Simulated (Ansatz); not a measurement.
The decay constant κ of evanescent states in the gap governs leakage through a thin film.

```
CELL_PARAMETERS angstrom
      2.64039     0.00000     0.00000
     -1.32020     2.28665     0.00000
      0.00000     0.00000     4.37602
ATOMIC_POSITIONS crystal
  Be 0.33333 0.66667 0.00016
  Be 0.66667 0.33333 0.50016
  O  0.33333 0.66667 0.37734
  O  0.66667 0.33333 0.87734
```

Space group of this cell: P6_3mc, wurtzite. The cell is strained (lengths across the current scaled by 0.98, ions clamped); by r2SCAN its mean pressure is 8.8 GPa.

Transport runs along the normal of the first two printed cell vectors, the (001) (indices of the unstrained crystal) plane of the conventional cell.

No gap correction and no spin-orbit coupling; mid-gap values are interpolated between computed energies.

Problem. Give the band gap and the smallest decay constant κ at mid-gap that Ansatz (a quantum-chemistry and plane-wave program) with r2SCAN yields.

Solution. Gap 8.92 eV on a 18×18×8 mesh; κ = 0.485 1/Å, at the zone centre.
